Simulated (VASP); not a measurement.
Here is a VASP 6.6.1 calculation.

Contents of INCAR:

```
PREC     = Accurate       # precision mode
ENCUT    = 520            # plane-wave cutoff, eV
EDIFF    = 1E-6           # SCF threshold, eV
ISMEAR   = -1             # smearing method
SIGMA    = 0.05           # smearing width, eV
LREAL    = False          # projectors in reciprocal space
LASPH    = True           # aspherical terms in the spheres
NELM     = 100            # most SCF steps
ALGO     = Normal         # electronic algorithm
ISIF     = 2              # what is computed and relaxed
LWAVE    = False          # write WAVECAR
LCHARG   = False          # write CHGCAR
LDIPOL   = True         
IDIPOL   = 3            
DIPOL    = 0.5 0.5 0.294
GGA      = PE             # functional
EFIELD   = -0.1         
LVHAR    = True         
LVACPOTAV= True
```

File KPOINTS:

```
Automatic mesh
0
Gamma
  10 10 1
```

POSCAR

```
Pt
1.0
    2.5230800000      0.0000000000      0.0000000000
    0.0000000000      2.5230800000      0.0000000000
    0.0000000000      0.0000000000     23.8000000000
Pt
1
Direct
    0.0000000000      0.0000000000      0.2941200000
```

Potentials or basis: VASP PAW PBE potentials, release 64 (Pt).

Command:

```bash
$ cat potpaw_PBE.64/Pt/POTCAR > POTCAR
$ mpirun -np 1 vasp_std > vasp.out
```

Task: What does it give for the work function of the upper face?

Result: 6.86 eV.

Task: What does it give for the work function of the lower face?

Result: 5.67 eV.

Task: Predict the band gap on the k mesh.

Result: None (metal or under the smearing width).

The run has no spin-orbit coupling, so splittings on Pt are missing.
